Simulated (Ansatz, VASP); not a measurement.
**LiH: VASP beside Ansatz**

```xyz
2
Lattice="2.8145 0.0000 0.0000 0.0000 2.8145 0.0000 0.0000 0.0000 2.8145" Properties=species:S:1:pos:R:3 pbc="T T T"
Li    1.4072    1.4072    1.4072
H     0.0000    0.0000    0.0000
```

Change from the starting cell: species swapped into the ZrIr type (Pm-3m, No. 221).

Alike in both runs: task relaxation of cell and atoms; functional PBE; k mesh 6 × 6 × 6; occupations gaussian, width 0.1 eV; no spin polarisation.

|  | VASP | Ansatz |
| --- | --- | --- |
| version | VASP 6.6.1 | Ansatz 0.2.0 |
| potentials or method | VASP PAW PBE potentials, release 64 (Li_sv, H) | scalar-relativistic, plane waves, PAW |
| plane-wave cutoff (eV) | 600 | 420 |
| valence electrons in the cell | 4 | 4 |

VASP gave:

```
gap on the k mesh at the Fermi level, each at its own relaxed structure (eV) : 0.71
relaxed volume (Å³/atom)                                                     : 8.04
relaxed cell length with the largest relative difference (Å)                 : 2.524
energy change over the relaxation (meV/atom)                                 : -91
```

Question: What did Ansatz give for the same quantities?

Answer: gap on the k mesh at the Fermi level, each at its own relaxed structure (eV): 0.70; relaxed volume (Å³/atom): 7.87; relaxed cell length with the largest relative difference (Å): 2.506; energy change over the relaxation (meV/atom): -88.

Caveats: the cutoff is under 1.25 times the usual one of these potentials, so pressure, stress and relaxed cells hold a basis-set (Pulay) error (VASP); the volume moved by over 15 % at a fixed basis, so the end points are rough (VASP). A k mesh can miss the band edges.
